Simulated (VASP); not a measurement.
# Ga2O3 (R-3c) in VASP: notebook, part 2 of 2

VASP 6.6.1.

## (3) Relaxation of cell and atoms, LDA

This run uses another cell than the first one, of 9.47 Å³/atom, 0.972 times its volume.

File INCAR:

```
PREC = Accurate
ENCUT = 600
EDIFF = 1E-7
ISMEAR = 0
SIGMA = 0.03
LREAL = F
LASPH = T
NELM = 80
ALGO = Normal
ISIF = 3
LWAVE = F
LCHARG = F
IBRION = 2
NSW = 90
EDIFFG = -0.005
KPAR = 2
```

File KPOINTS:

```
regular mesh
0
Gamma
  7 7 7
```

File POSCAR:

```
Ga2O3                                   
1.0
    2.4799901278      1.4318229679      4.4440497795
   -2.4799901278      1.4318229679      4.4440497795
    0.0000000000     -2.8636459358      4.4440497795
  Ga              O             
     4     6
Direct
     0.3556739693096310    0.3556739693096310    0.3556739693096309
     0.1443260306903690    0.1443260306903690    0.1443260306903691
     0.6443260306903690    0.6443260306903690    0.6443260306903690
     0.8556739693096310    0.8556739693096310    0.8556739693096310
     0.5524524964948548    0.9475475035051452    0.2500000000000000
     0.2500000000000000    0.5524524964948548    0.9475475035051452
     0.9475475035051452    0.2500000000000000    0.5524524964948548
     0.4475475035051452    0.0524524964948549    0.7500000000000000
     0.7500000000000000    0.4475475035051451    0.0524524964948549
     0.0524524964948549    0.7500000000000000    0.4475475035051451
```

Potentials or basis: VASP PAW LDA potentials, release 64 (Ga_d, O).

Run with:

```console
cat potpaw_LDA.64/Ga_d/POTCAR potpaw_LDA.64/O/POTCAR > POTCAR
mpirun -np 2 vasp_std > vasp.out
```

OUTCAR:

```text
PREC = Accurate
   ENCUT = 600
   EDIFF = 1E-7
   ISMEAR = 0
   LREAL = F
   LASPH = T
   NELM = 80
   ISIF = 3
   IBRION = 2
   NSW = 90
   EDIFFG = -0.005

 ion  position               nearest neighbor table
   1  0.356  0.356  0.356-  10 1.92   8 1.92   9 1.92   5 2.06   7 2.06   6 2.06   2 2.82
   2  0.144  0.144  0.144-   9 1.92   8 1.92  10 1.92   5 2.06   7 2.06   6 2.06   1 2.82
   3  0.644  0.644  0.644-   7 1.92   5 1.92   6 1.92   8 2.06   9 2.06  10 2.06   4 2.82
   4  0.856  0.856  0.856-   6 1.92   5 1.92   7 1.92   8 2.06   9 2.06  10 2.06   3 2.82
   5  0.552  0.948  0.250-   3 1.92   4 1.92   1 2.06   2 2.06
   6  0.250  0.552  0.948-   4 1.92   3 1.92   1 2.06   2 2.06
   7  0.948  0.250  0.552-   3 1.92   4 1.92   1 2.06   2 2.06
   8  0.448  0.052  0.750-   1 1.92   2 1.92   3 2.06   4 2.06
   9  0.750  0.448  0.052-   2 1.92   1 1.92   3 2.06   4 2.06
  10  0.052  0.750  0.448-   1 1.92   2 1.92   3 2.06   4 2.06

[... 391 lines left out ...]

 E-fermi :   4.6829     XC(G=0): -12.8582

 val. band max:        4.4638171408   @ k =  -0.1429   0.1429   0.0000
 cond. band min:       7.4547467925   @ k =   0.0000   0.0000   0.0000
 fundamental gap:      2.9909296517
 Fermi energy:         4.6828924134

 k-point     1 :       0.0000    0.0000    0.0000
  band No.  band energies     occupation
      1     -14.4924      2.00000
      2     -12.3394      2.00000
      3     -12.3394      2.00000
      4     -12.2844      2.00000
      5     -12.2670      2.00000
      6     -12.2670      2.00000
[... 1309 lines left out ...]
     51      14.5813      0.00000
     52      15.8740      0.00000

 [... further k-points ...]

------------------------ aborting loop because EDIFF is reached ----------------------------------------

  FORCE on cell =-STRESS in cart. coord.  units (eV):
  Direction    XX          YY          ZZ          XY          YZ          ZX
  --------------------------------------------------------------------------------------
  -------------------------------------------------------------------------------------
  Total        0.0031829      0.0031829     -0.0273971      0.0000000      0.0000000     -0.0000000
  in kB        0.0538216      0.0538216     -0.4632680      0.0000000      0.0000000     -0.0000000
  external PRESSURE =      -0.1185416 kB  Pullay stress =       0.0000000 kB
[... 25 lines left out ...]
  FREE ENERGIE OF THE ION-ELECTRON SYSTEM (eV)
  ---------------------------------------------------
  free  energy   TOTEN  =       -68.2888709389 eV

  energy  without entropy=      -68.2888709389  energy(sigma->0) =      -68.28887094

 reached required accuracy - stopping structural energy minimisation
```

OSZICAR:

```text
N       E                     dE             d eps       ncg     rms          rms(c)
DAV:   1     0.125788391368E+04    0.12579E+04   -0.44282E+04  5368   0.348E+03
DAV:   2     0.209825837195E+03   -0.10481E+04   -0.10032E+04  4688   0.884E+02
DAV:   3    -0.539158748300E+02   -0.26374E+03   -0.25694E+03  5236   0.284E+02
[... 36 lines left out ...]
DAV:   1    -0.682888821454E+02   -0.26464E-04   -0.32598E-03  4976   0.332E-01    0.354E-02
DAV:   2    -0.682888776499E+02    0.44955E-05   -0.15759E-04  5300   0.123E-01    0.199E-02
DAV:   3    -0.682888713595E+02    0.62905E-05   -0.24718E-05  7380   0.392E-02    0.528E-03
DAV:   4    -0.682888709731E+02    0.38642E-06   -0.30900E-06  5572   0.185E-02    0.196E-03
DAV:   5    -0.682888709389E+02    0.34142E-07   -0.68799E-07  5636   0.544E-03
   5 F= -.68288871E+02 E0= -.68288871E+02  d E =-.153506E-04
```

CONTCAR:

```text
Ga2O3
   1.00000000000000
     2.4809570757153696    1.4323812355392629    4.4437856049326570
    -2.4809570757153696    1.4323812355392629    4.4437856049326570
    -0.0000000000000000   -2.8647624710785258    4.4437856049326570
  Ga              O
     4     6
Direct
     0.3557042158268105    0.3557042158268105    0.3557042158268105
     0.1442957841731895    0.1442957841731895    0.1442957841731895
     0.6442957841731896    0.6442957841731896    0.6442957841731896
     0.8557042158268104    0.8557042158268104    0.8557042158268104
     0.5525292886668031    0.9474707113331969    0.2500000000000000
     0.2500000000000000    0.5525292886668031    0.9474707113331969
     0.9474707113331969    0.2500000000000000    0.5525292886668031
     0.4474707113331969    0.0525292886668031    0.7500000000000000
     0.7500000000000000    0.4474707113331969    0.0525292886668031
     0.0525292886668031    0.7500000000000000    0.4474707113331969

  0.00000000E+00  0.00000000E+00  0.00000000E+00
  0.00000000E+00  0.00000000E+00  0.00000000E+00
  0.00000000E+00  0.00000000E+00  0.00000000E+00
  0.00000000E+00  0.00000000E+00  0.00000000E+00
  0.00000000E+00  0.00000000E+00  0.00000000E+00
  0.00000000E+00  0.00000000E+00  0.00000000E+00
  0.00000000E+00  0.00000000E+00  0.00000000E+00
  0.00000000E+00  0.00000000E+00  0.00000000E+00
  0.00000000E+00  0.00000000E+00  0.00000000E+00
  0.00000000E+00  0.00000000E+00  0.00000000E+00
```

Wall time 3.2 min (2 MPI ranks of Intel Xeon 6975P-C (Granite Rapids), shared host); peak memory 0.33 GiB.

What came out:

| Property | Result |
| --- | --- |
| Free energy | -68.2889 eV |
| Relaxed volume | 9.48 Å³/atom |
| Relaxed cell | a = 5.287 Å, b = 5.287 Å, c = 5.287 Å, α = 55.97°, β = 55.97°, γ = 55.97° |
| Space group after relaxing (to 0.05 Å) | R-3c (No. 167) |
| Energy gained by relaxing | 0.0 meV/atom |
| Ionic steps | 5 |
| Pressure after relaxing | 0.0 GPa |
| Band gap on the k mesh | 2.99 eV, indirect (least direct gap 3.26 eV) |

Forces on the atoms (eV/Å):
```
Ga   0.000  0.000  0.003
Ga   0.000  0.000 -0.003
Ga   0.000  0.000 -0.003
Ga   0.000  0.000  0.003
O    0.000  0.000  0.000
O    0.000  0.000  0.000
O    0.000  0.000  0.000
O    0.000  0.000  0.000
O    0.000  0.000  0.000
O    0.000  0.000  0.000
```

Final structure:
```
CELL_PARAMETERS angstrom
2.48096 1.43238 4.44379
-2.48096 1.43238 4.44379
0.00000 -2.86476 4.44379
ATOMIC_POSITIONS crystal
Ga 0.35570 0.35570 0.35570
Ga 0.14430 0.14430 0.14430
Ga 0.64430 0.64430 0.64430
Ga 0.85570 0.85570 0.85570
O 0.55253 0.94747 0.25000
O 0.25000 0.55253 0.94747
O 0.94747 0.25000 0.55253
O 0.44747 0.05253 0.75000
O 0.75000 0.44747 0.05253
O 0.05253 0.75000 0.44747
```

Caveat: an odd mesh through Γ misses points on the zone boundary, where band edges often lie. A hybrid or GW would open this gap; LDA tends to underestimate it.
